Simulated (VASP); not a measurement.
# AlP (F-43m) in VASP: notebook

The runs below take AlP through single point, with PBEsol.

Everything below comes from runs of VASP 6.6.1. Logs are shortened: lines on timing, memory, paths and dates and some standing lists are left out, and cuts for length are marked.

**Measured values to compare with.**

A printed reference work, data compilation reports, for a bulk crystal of AlP at 4.2 K: band gap 2.505 eV (indirect).

The runs below are set against these values where they give the same quantity.

### Step 1. The cell of the first run

Symmetry: F-43m, No. 216, cubic system. Conventional cell: a = 5.340 Å, b = 5.340 Å, c = 5.340 Å, α = 90.00°, β = 90.00°, γ = 90.00°. Al (site symmetry -43m) has 4 P at 2.31 Å within 3.1 Å. P (site symmetry -43m) has 4 Al at 2.31 Å within 3.1 Å.

### Step 2. Single point, PBEsol

INCAR reads:

```
SYSTEM = AlP
ALGO = Normal ; EDIFF = 1E-6
ENCUT = 500 ; GGA = PS
GGA_COMPAT = .False. ; ISIF = 2
ISMEAR = -1 ; LASPH = .True.
LCHARG = .True. ; LELF = .True.
LREAL = .False. ; LVHAR = .True.
LWAVE = .False. ; NBANDS = 11
NELM = 120 ; PREC = Accurate
SIGMA = 0.01
```

KPOINTS reads:

```
k-points
0
Gamma
  6 6 6
  0 0 0
```

POSCAR reads:

```
AlP
1.0
    0.0000000000      2.6698619393      2.6698619393
    2.6698619393      0.0000000000      2.6698619393
    2.6698619393      2.6698619393      0.0000000000
Al P
1 1
Direct
    0.0000000000      0.0000000000      0.0000000000
    0.2500000000      0.2500000000      0.2500000000
```

Potentials or basis: VASP PAW PBE potentials, release 64 (Al, P).

Run with:

```
> cat potpaw_PBE.64/Al/POTCAR potpaw_PBE.64/P/POTCAR > POTCAR
> mpirun -np 1 vasp_std > vasp.out
```

OUTCAR:

```text
SYSTEM = AlP
   EDIFF = 1E-6
   ENCUT = 500
   GGA = PS
   ISIF = 2
   ISMEAR = -1
   LASPH = .True.
   LREAL = .False.
   NELM = 120
   PREC = Accurate

 ion  position               nearest neighbor table
   1  0.000  0.000  0.000-   2 2.31   2 2.31   2 2.31   2 2.31
   2  0.250  0.250  0.250-   1 2.31   1 2.31   1 2.31   1 2.31

  LATTYP: Found a face centered cubic cell.
 ALAT       =     5.3397238786

  Lattice vectors:

 A1 = (   0.0000000000,   2.6698619393,   2.6698619393)
 A2 = (   2.6698619393,   0.0000000000,   2.6698619393)
 A3 = (   2.6698619393,   2.6698619393,   0.0000000000)

Analysis of symmetry for initial positions (statically):
=====================================================================
 Subroutine PRICEL returns:
 Original cell was already a primitive cell.

 Routine SETGRP: Setting up the symmetry group for a
 face centered cubic supercell.

 Subroutine GETGRP returns: Found 24 space group operations
 (whereof 24 operations were pure point group operations)
 out of a pool of 48 trial point group operations.

The static configuration has the point symmetry T_d .

Analysis of symmetry for dynamics (positions and initial velocities):
=====================================================================
 Subroutine PRICEL returns:
 Original cell was already a primitive cell.

 Routine SETGRP: Setting up the symmetry group for a
 face centered cubic supercell.

 Subroutine GETGRP returns: Found 24 space group operations
 (whereof 24 operations were pure point group operations)
 out of a pool of 48 trial point group operations.

The dynamic configuration has the point symmetry T_d .

 Subroutine INISYM returns: Found 24 space group operations
 (whereof 24 operations are pure point group operations),
 and found     1 'primitive' translations

----------------------------------------------------------------------------------------

                                     Primitive cell

  volume of cell :      38.0624

  direct lattice vectors                    reciprocal lattice vectors
     0.000000000  2.669861939  2.669861939    -0.187275601  0.187275601  0.187275601
     2.669861939  0.000000000  2.669861939     0.187275601 -0.187275601  0.187275601
     2.669861939  2.669861939  0.000000000     0.187275601  0.187275601 -0.187275601

  length of vectors
     3.775754964  3.775754964  3.775754964     0.324370856  0.324370856  0.324370856

  position of ions in fractional coordinates (direct lattice)
     0.000000000  0.000000000  0.000000000
     0.250000000  0.250000000  0.250000000

  ion indices of the primitive-cell ions
   primitive index   ion index
                 1           1
                 2           2

----------------------------------------------------------------------------------------

 KPOINTS: k-points

Automatic generation of k-mesh.
 Grid dimensions read from file:
 generate k-points for:    6    6    6

 Generating k-lattice:

  Cartesian coordinates                     Fractional coordinates (reciprocal lattice)
    -0.031212600  0.031212600  0.031212600     0.166666667  0.000000000  0.000000000
     0.031212600 -0.031212600  0.031212600     0.000000000  0.166666667  0.000000000
     0.031212600  0.031212600 -0.031212600     0.000000000  0.000000000  0.166666667

  Length of vectors
     0.054061809  0.054061809  0.054061809

  Shift w.r.t. Gamma in fractional coordinates (k-lattice)
     0.000000000  0.000000000  0.000000000

 Subroutine IBZKPT returns following result:
 ===========================================

 Found     16 irreducible k-points:

 Following reciprocal coordinates:
            Coordinates               Weight
  0.000000  0.000000  0.000000      1.000000
  0.166667  0.000000  0.000000      8.000000
  0.333333  0.000000  0.000000      8.000000
  0.500000  0.000000  0.000000      4.000000
  0.166667  0.166667  0.000000      6.000000
  0.333333  0.166667  0.000000     24.000000
[... 8 lines left out ...]
 -0.333333  0.333333  0.166667     24.000000
 -0.333333  0.500000  0.166667     12.000000
   k-points           NKPTS =     16   k-points in BZ     NKDIM =     16   number of bands    NBANDS=     11
   number of dos      NEDOS =    301   number of ions     NIONS =      2
   total plane-waves  NPLWV =  21952
   dimension x,y,z NGX =    28 NGY =   28 NGZ =   28
   dimension x,y,z NGXF=    56 NGYF=   56 NGZF=   56
   ions per type =               1   1
   NGX,Y,Z   is equivalent  to a cutoff of  12.33, 12.33, 12.33 a.u.
   NGXF,Y,Z  is equivalent  to a cutoff of  24.66, 24.66, 24.66 a.u.
 SYSTEM =  AlP
   PREC   = accura    normal or accurate (medium, high low for compatibility)
   ISTART =      0    job   : 0-new  1-cont  2-samecut
   ICHARG =      2    charge: 1-file 2-atom 10-const
   ISPIN  =      1    spin polarized calculation?
   LNONCOLLINEAR =      F non collinear calculations
   LSORBIT =      F    spin-orbit coupling
   LASPH  =      T    aspherical Exc in radial PAW
   ENCUT  =  500.0 eV  36.75 Ry    6.06 a.u.   6.88  6.88  6.88*2*pi/ulx,y,z
   NELM   =    120;   NELMIN=  2; NELMDL= -5     # of ELM steps
   EDIFF  = 0.1E-05   stopping-criterion for ELM
   LREAL  =      F    real-space projection
   EDIFFG = 0.1E-04   stopping-criterion for IOM
   NSW    =      0    number of steps for IOM
   IBRION =     -1    ionic relax: 0-MD 1-quasi-New 2-CG
   NFREE  =      0    steps in history (QN), initial steepest desc. (CG)
   ISIF   =      2    stress and relaxation
   ISYM   =      2    0-nonsym 1-usesym 2-fastsym
   POTIM  = 0.5000    time-step for ionic-motion
   TEBEG  =    0.0;   TEEND  =   0.0 temperature during run
   PSTRESS=    0.0 pullay stress
   NELECT =       8.0000    total number of electrons
   NUPDOWN=      -1.0000    fix difference up-down
   EMIN   =  10.00;   EMAX   =-10.00  energy-range for DOS
   EFERMI =   0.00;   METHOD = LEGACY
   ISMEAR =    -1;   SIGMA  =   0.01  broadening in eV -4-tet -1-fermi 0-gaus
   EFERMI_NEDOS =   21; number of points for ismear=-14 and -15
   IALGO  =     38    algorithm
   IMIX   =      4    mixing-type and parameters
     AMIX     =   0.40;   BMIX     =  1.00
     AMIX_MAG =   1.60;   BMIX_MAG =  1.00
  volume/ion in A,a.u.               =      19.03       128.43
  Fermi-wavevector in a.u.,A,eV,Ry     =   0.973358  1.839380 12.890516  0.947426
  Thomas-Fermi vector in A             =   2.103731
   LORBIT       =      0    0 simple, 1 ext, 2 COOP (PROOUT), +10 PAW based schemes
   GGA     = PS    functional components
   LHFCALC =     F    Hartree Fock is set to
   AEXX    =    0.0000 exact exchange contribution
   IVDW    =     0    specifies the selected vdW correction
   LEPSILON=     F    determine dielectric tensor
   LRPA    =     F    only Hartree local field effects (RPA)
 non-spin polarized calculation
  energy-cutoff  :      500.00
  volume of cell :       38.06
 maximum number of plane-waves:       982
   NGX = 13   NGY = 13   NGZ = 13

 number of electron       7.9999999 magnetization

 Free energy of the ion-electron system (eV)
  ---------------------------------------------------
  ext. energy  EPLUGINS =         0.00000000
  ---------------------------------------------------
  free energy    TOTEN  =       -10.92339964 eV

  energy without entropy =      -10.92339964  energy(sigma->0) =      -10.92339964

 E-fermi :   5.3919     XC(G=0):  -9.6220

 val. band max:        5.1729006956   @ k =   0.0000   0.0000   0.0000
 cond. band min:       6.4675476422   @ k =   0.5000   0.5000   0.0000
 fundamental gap:      1.2946469466
 Fermi energy:         5.3918669179

 k-point     1 :       0.0000    0.0000    0.0000
  band No.  band energies     occupation
      1      -6.7550      2.00000
      2       5.1729      2.00000
      3       5.1729      2.00000
      4       5.1729      2.00000
      5       8.9449      0.00000
      6       9.7724      0.00000
      7       9.7724      0.00000
      8       9.7724      0.00000
      9      14.0474      0.00000
     10      14.0474      0.00000
     11      15.7510      0.00000

 k-point     2 :       0.1667    0.0000    0.0000
  band No.  band energies     occupation
      1      -6.4255      2.00000
      2       3.2222      2.00000
      3       4.9130      2.00000
      4       4.9130      2.00000
      5       9.0192      0.00000
      6      10.2322      0.00000
      7      10.2322      0.00000
      8      11.1527      0.00000
      9      13.3478      0.00000
     10      13.3478      0.00000
     11      16.1353      0.00000

 k-point     3 :       0.3333    0.0000    0.0000
  band No.  band energies     occupation
      1      -5.5552      2.00000
      2       0.5877      2.00000
      3       4.5216      2.00000
      4       4.5216      2.00000
      5       8.3954      0.00000
      6      10.2045      0.00000
      7      10.2045      0.00000
      8      13.3057      0.00000
      9      14.3922      0.00000
     10      14.3922      0.00000
     11      15.7507      0.00000

 k-point     4 :       0.5000    0.0000    0.0000
  band No.  band energies     occupation
      1      -4.8840      2.00000
      2      -0.7218      2.00000
      3       4.3658      2.00000
      4       4.3658      2.00000
      5       8.1530      0.00000
      6       9.9287      0.00000
      7       9.9287      0.00000
      8      13.4234      0.00000
      9      16.9000      0.00000
     10      16.9000      0.00000
     11      17.4754      0.00000
[... 127 lines left out ...]
 k-point    14 :       0.5000    0.3333    0.1667
  band No.  band energies     occupation
      1      -4.8592      2.00000
      2       0.5649      2.00000
      3       2.2634      2.00000
      4       3.4392      2.00000
      5       8.9465      0.00000
      6      10.0177      0.00000
      7      10.8131      0.00000
      8      13.6293      0.00000
      9      14.8072      0.00000
     10      17.0251      0.00000
     11      19.0262      0.00000

 k-point    15 :      -0.3333    0.3333    0.1667
  band No.  band energies     occupation
      1      -4.3262      2.00000
      2      -0.0733      2.00000
      3       1.7796      2.00000
      4       3.0024      2.00000
      5       9.1334      0.00000
      6      10.2163      0.00000
      7      12.2467      0.00000
      8      12.9446      0.00000
      9      14.3744      0.00000
     10      17.4422      0.00000
     11      18.5512      0.00000

 k-point    16 :      -0.3333    0.5000    0.1667
  band No.  band energies     occupation
      1      -4.0965      2.00000
      2      -0.0956      2.00000
      3       1.9931      2.00000
      4       2.2463      2.00000
      5       8.3504      0.00000
      6       9.4919      0.00000
      7      13.0113      0.00000
      8      13.4111      0.00000
      9      16.8661      0.00000
     10      17.5038      0.00000
     11      18.8998      0.00000

------------------------ aborting loop because EDIFF is reached ----------------------------------------

  FORCE on cell =-STRESS in cart. coord.  units (eV):
  Direction    XX          YY          ZZ          XY          YZ          ZX
  --------------------------------------------------------------------------------------
  -------------------------------------------------------------------------------------
  Total        1.7634257      1.7634257      1.7634257      0.0000000      0.0000000     -0.0000000
  in kB       74.2286137     74.2286137     74.2286137      0.0000000      0.0000000     -0.0000000
  external PRESSURE =      74.2286137 kB  Pullay stress =       0.0000000 kB

 VOLUME and BASIS-vectors are now :
 -----------------------------------------------------------------------------
  energy-cutoff  :      500.00
  volume of cell :       38.06
      direct lattice vectors                 reciprocal lattice vectors
     0.000000000  2.669861939  2.669861939    -0.187275601  0.187275601  0.187275601
     2.669861939  0.000000000  2.669861939     0.187275601 -0.187275601  0.187275601
     2.669861939  2.669861939  0.000000000     0.187275601  0.187275601 -0.187275601

 POSITION                                       TOTAL-FORCE (eV/Angst)
 -----------------------------------------------------------------------------------
      0.00000      0.00000      0.00000         0.000000     -0.000000     -0.000000
      1.33493      1.33493      1.33493        -0.000000      0.000000      0.000000
 -----------------------------------------------------------------------------------
    total drift:                                0.000000      0.000000      0.000000

  FREE ENERGIE OF THE ION-ELECTRON SYSTEM (eV)
  ---------------------------------------------------
  free  energy   TOTEN  =       -10.9233996362 eV

  energy  without entropy=      -10.9233996362  energy(sigma->0) =      -10.92339964
```

Wall time 14 s (1 thread of Intel Xeon 8259CL, shared host); peak memory 0.15 GiB.

Results:

| Quantity | Value |
| --- | --- |
| Free energy | -10.9234 eV |
| Pressure | 7.4 GPa |
| Band gap on the k mesh | 1.29 eV, indirect (least direct gap 3.56 eV) |

Levels at points of the mesh, in eV from the valence-band top:
```
           k point  band 1  band 2  band 3  band 4  band 5  band 6  band 7  band 8  band 9
(0.00, 0.00, 0.00)  -11.93    0.00    0.00    0.00    3.77    4.60    4.60    4.60    8.87
(0.50, 0.00, 0.00)  -10.06   -5.89   -0.81   -0.81    2.98    4.76    4.76    8.25   11.73
(0.50, 0.50, 0.00)   -9.32   -5.58   -2.27   -2.27    1.29    2.33   11.56   11.56   12.36
```

Caveat: the PAW data sets were made with another functional, which shifts forces and pressure a little. A k mesh can miss the band edges.

### Step 3. Single point, PBEsol

This run uses another cell than the first one, of 19.64 Å³/atom, 1.032 times its volume.

INCAR reads:

```
PREC = Accurate
ENCUT = 500
EDIFF = 1E-6
ISMEAR = -1
SIGMA = 0.01
LREAL = F
LASPH = T
NELM = 120
ALGO = Normal
ISIF = 2
LWAVE = F
LCHARG = F
GGA = PS
NBANDS = 11
GGA_COMPAT = F
```

KPOINTS reads:

```
regular mesh
0
Gamma
  6 6 6
```

POSCAR reads:

```
AlP
1.0
    0.0000000000      2.6979678146      2.6979678146
    2.6979678146      0.0000000000      2.6979678146
    2.6979678146      2.6979678146      0.0000000000
Al P
1 1
Direct
    0.0000000000      0.0000000000      0.0000000000
    0.2500000000      0.2500000000      0.2500000000
```

Potentials or basis: VASP PAW PBE potentials, release 64 (Al, P).

Run with:

```
> cat potpaw_PBE.64/Al/POTCAR potpaw_PBE.64/P/POTCAR > POTCAR
> mpirun -np 1 vasp_std > vasp.out
```

It took 12 s on 1 thread of Intel Xeon 8259CL, shared host; peak memory 0.15 GiB.

The run converged. Its results:

```yaml
Free_energy: -10.9665 eV
Pressure: 4.0 GPa
Band_gap_on_the_k_mesh: 1.36 eV, indirect (least direct gap 3.50 eV)
```

Levels at points of the mesh, in eV from the valence-band top:
```tsv
k point	band 1	band 2	band 3	band 4	band 5	band 6	band 7	band 8
(0.00, 0.00, 0.00)	-11.74	0.00	0.00	0.00	3.50	4.56	4.56	4.56
(0.50, 0.00, 0.00)	-9.95	-5.75	-0.79	-0.79	2.86	4.75	4.75	8.17
(0.50, 0.50, 0.00)	-9.24	-5.47	-2.20	-2.20	1.36	2.35	11.29	11.29
```

Caveat: the PAW data sets were made with another functional, which shifts forces and pressure a little. A k mesh can miss the band edges.

### Step 4. Single point, PBEsol

This run uses another cell than the first one, of 20.25 Å³/atom, 1.064 times its volume.

INCAR reads:

```
SYSTEM = AlP
ALGO = Normal
EDIFF = 1E-6
ENCUT = 500
GGA = PS
GGA_COMPAT = .False.
ISIF = 2
ISMEAR = -1
LASPH = .True.
LCHARG = .True.
LELF = .True.
LREAL = .False.
LVHAR = .True.
LWAVE = .False.
NBANDS = 11
NELM = 120
PREC = Accurate
SIGMA = 0.01
```

KPOINTS reads:

```
k-points
0
Gamma
  6 6 6
  0 0 0
```

POSCAR reads:

```
AlP
1.0
    0.0000000000      2.7255000000      2.7255000000
    2.7255000000      0.0000000000      2.7255000000
    2.7255000000      2.7255000000      0.0000000000
Al P
1 1
Direct
    0.0000000000      0.0000000000      0.0000000000
    0.2500000000      0.2500000000      0.2500000000
```

Run with:

```
> cat potpaw_PBE.64/Al/POTCAR potpaw_PBE.64/P/POTCAR > POTCAR
> mpirun -np 1 vasp_std > vasp.out
```

Wall time 13 s (1 thread of Intel Xeon 8259CL, shared host); peak memory 0.15 GiB.

The run converged. Its results:

| Quantity | Value |
| --- | --- |
| Free energy | -10.9853 eV |
| Pressure | 1.0 GPa |
| Band gap on the k mesh | 1.42 eV, indirect (least direct gap 3.24 eV) |

Levels at points of the mesh, in eV from the valence-band top:
```tsv
k point	band 1	band 2	band 3	band 4	band 5	band 6	band 7	band 8
(0.00, 0.00, 0.00)	-11.56	0.00	0.00	0.00	3.24	4.52	4.52	4.52
(0.50, 0.00, 0.00)	-9.85	-5.61	-0.77	-0.77	2.75	4.75	4.75	8.09
(0.50, 0.50, 0.00)	-9.17	-5.36	-2.14	-2.14	1.42	2.36	11.03	11.03
```

Caveat: the PAW data sets were made with another functional, which shifts forces and pressure a little.

[end of part 1 of 2]
